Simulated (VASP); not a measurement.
Here is a VASP 6.6.1 calculation.

INCAR

```
PREC = Accurate
ENCUT = 500
EDIFF = 1E-6
ISMEAR = 0
SIGMA = 0.02
LREAL = F
LASPH = T
NELM = 60
ALGO = Normal
ISIF = 2
LWAVE = F
LCHARG = F
GGA = PE
```

Contents of KPOINTS:

```
regular mesh
0
Gamma
  4 4 4
```

File POSCAR:

```
BiTe
1.0
    0.0000000000      3.2350000000      3.2350000000
    3.2350000000      0.0000000000      3.2350000000
    3.2350000000      3.2350000000      0.0000000000
Bi Te
1 1
Direct
    0.0000000000      0.0000000000      0.0000000000
    0.5000000000      0.5000000000      0.5000000000
```

Potentials or basis: VASP PAW PBE potentials, release 64 (Bi_d_GW, Te_GW).

Command:

```sh
$ cat potpaw_PBE.64/Bi_d_GW/POTCAR potpaw_PBE.64/Te_GW/POTCAR > POTCAR
$ mpirun -np 1 vasp_std > vasp.out
```

Task: What does it give for the band gap on the k mesh?

Result: None (metal or under the smearing width).

Task: Predict the pressure.

Result: 0.2 GPa.

Caveat: the k mesh is coarse (spacing up to 0.42 Å⁻¹), so the values aren't converged; spin-orbit coupling is left out, which moves the levels of the heavy elements.
